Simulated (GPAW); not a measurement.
Here is a GPAW 26.7.0 calculation.

run.py

```python
from ase import Atoms
from ase.filters import FrechetCellFilter
from ase.io import write
from ase.optimize import LBFGS
from gpaw import GPAW, PW

atoms = Atoms(['Hg', 'Te'],
              cell=[[0.0, 3.2145, 3.2145],
                    [3.2145, 0.0, 3.2145],
                    [3.2145, 3.2145, 0.0]],
              scaled_positions=[[0.0, 0.0, 0.0],
                                [0.75, 0.75, 0.75]],
              pbc=True)

calc = GPAW(mode=PW(600),
            xc='PBE',
            kpts={'size': (7, 7, 7), 'gamma': True},
            occupations={'name': 'fermi-dirac', 'width': 0.05},
            nbands=18,
            convergence={'density': 1e-05, 'forces': 0.0001},
            maxiter=150,
            txt='gpaw.txt')
atoms.calc = calc
opt = LBFGS(FrechetCellFilter(atoms), trajectory='relax.traj', logfile='-')
done = opt.run(fmax=0.05, steps=40)
calc.write('gs.gpw')
write('result.traj', atoms)
print('Converged:', done)
print('Cell:', atoms.cell.cellpar().round(4))
print('Volume:', round(atoms.get_volume(), 4))
print(atoms.get_scaled_positions().round(5))
```

Potentials or basis: GPAW PAW data sets (gpaw-data 1.2.1), pw.

Launch:

```console
$ OMP_NUM_THREADS=1 python run.py
```

Estimate the relaxed cell.

a = 4.700 Å, b = 4.700 Å, c = 4.700 Å, α = 60.00°, β = 60.00°, γ = 60.00°.

Estimate the space group after relaxing (to 0.05 Å).

F-43m (No. 216).

Predict the band gap on the k mesh.

none (metal or under the smearing width).

Final structure:
```yaml
crystal:
  lattice:
    - [0.00000, 3.32308, 3.32308]
    - [3.32308, 0.00000, 3.32308]
    - [3.32308, 3.32308, 0.00000]
  atoms:
    - { symbol: Hg, position: [0.00000, 0.00000, 0.00000] }
    - { symbol: Te, position: [0.75000, 0.75000, 0.75000] }
```

Caveat: later steps reuse the first step's grids. PBE usually gives volumes a little too large and moduli too small.
